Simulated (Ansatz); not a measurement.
# C17O: the cost of one run

Method: DFT PBE+D3(BJ), scalar-relativistic, plane waves, PAW, in Ansatz 0.2.0.

10 further runs of the same task are left out: 1 that didn't finish, 9 set aside as unsound or not needed.

## (1) The structure to begin with

It takes space group C2/m (No. 12, monoclinic). The conventional cell has a = 4.269 Å, b = 2.465 Å, c = 3.661 Å, α = 90.00°, β = 112.72°, γ = 90.00°. C (site symmetry m) has 3 C at 1.42 Å as nearest neighbours.

Cell or atoms stand a little off a more symmetric structure (R-3m at a tolerance of 0.3 Å), so results at this geometry aren't those of that ideal crystal.

Coordinates:

```cif
data_structure
_symmetry_space_group_name_H-M 'C2/m'
_symmetry_Int_Tables_number 12
_cell_length_a 4.2694
_cell_length_b 2.4649
_cell_length_c 3.6608
_cell_angle_alpha 90.000
_cell_angle_beta 112.717
_cell_angle_gamma 90.000
_cell_volume 35.54
loop_
_atom_site_label
_atom_site_type_symbol
_atom_site_symmetry_multiplicity
_atom_site_Wyckoff_symbol
_atom_site_fract_x
_atom_site_fract_y
_atom_site_fract_z
_atom_site_occupancy
C1 C 4 i 0.83337 0.00000 0.00011 1
```

It goes back to an entry of the Materials Project, which need not be the stable form.

It is the result of an earlier relaxation at this level (volume 8.88 Å³/atom; gap on the mesh: 0.69 eV).

## (4) The grid

Atoms count from 1 in the order of the input.

CO (O end down) is moved over the surface cell at a fixed height above a rigid substrate; the origin of the map has the adsorbate above C15; the height is held at 2.70 Å.

The axes are (1) position of O17 along the first surface vector, from above C15: 4 values from 0.00 to 0.75, periodic; (2) position of O17 along the second surface vector, from above C15: 4 values from 0.00 to 0.75, periodic.

Nothing else is relaxed. Points are written as (first, second).

The two vectors of the plane (Å): (2.465, 0.000, 0.000); (-0.008, 4.413, 0.000).

(The set-up runs are not shown.)

## (5) Grid point (0/4, 0/4) of the map's two axes

Input file input.yaml:

```yaml
crystal:
  lattice:
    - [4.929886713, 0.0, 0.0]
    - [-0.0081547558, 4.4132984516, 0.0]
    - [0.0, 0.0, 23.6650337471]
  atoms:
    - { symbol: C, position: [0.3745684085, 0.7405378974, 0.1690257467] }
    - { symbol: C, position: [0.8745684085, 0.7405378974, 0.1690257467] }
    - { symbol: C, position: [0.1243974091, 0.6365956441, 0.192011416] }
    - { symbol: C, position: [0.6243974091, 0.6365956441, 0.192011416] }
    - { symbol: C, position: [0.1240513173, 0.4291046681, 0.2380452569] }
    - { symbol: C, position: [0.6240513173, 0.4291046681, 0.2380452569] }
    - { symbol: C, position: [0.3738803179, 0.3251624149, 0.2610309261] }
    - { symbol: C, position: [0.8738803179, 0.3251624149, 0.2610309261] }
    - { symbol: C, position: [0.3735338584, 0.1126520408, 0.3070664644] }
    - { symbol: C, position: [0.8735338584, 0.1126520408, 0.3070664644] }
    - { symbol: C, position: [0.1233638388, 0.0072945126, 0.3289983678] }
    - { symbol: C, position: [0.6233638388, 0.0072945126, 0.3289983678] }
    - { symbol: C, position: [0.1229920122, 0.78104549, 0.3748118563] }
    - { symbol: C, position: [0.6229920122, 0.78104549, 0.3748118563] }
    - { symbol: C, position: [0.3728273188, 0.682677453, 0.3936201337] }
    - { symbol: C, position: [0.8728273188, 0.682677453, 0.3936201337] }
    - { symbol: O, position: [0.3728273188, 0.682677453, 0.5077125127] }
    - { symbol: C, position: [0.3728273188, 0.682677453, 0.5563074149] }
basis:
  ecutwfc: 420
kpoints:
  mp_grid: { grid: [6, 6, 1] }
hamiltonian:
  xc: pbe
  pseudopotentials: { kind: paw, azcp: { folder: soft_1 } }
  dispersion: d3bj
scf:
  occupations: { method: gaussian, width: 0.05 }
output:
  forces: true
  eigenvalues: true
efield:
  axis: 3
  dipole_correction: true
  ramp_width: 0.04
```

Launch:

```bash
$ ansatz run input.yaml --threads 1 --pin off --max-ram 3072MiB --backend cpu --events-out ev --progress --plain --runs-dir out
```

Q: Estimate wall time and peak memory on 1 thread of Arm Neoverse V2, shared host.

About 94 s, with a peak of 0.74 GiB.
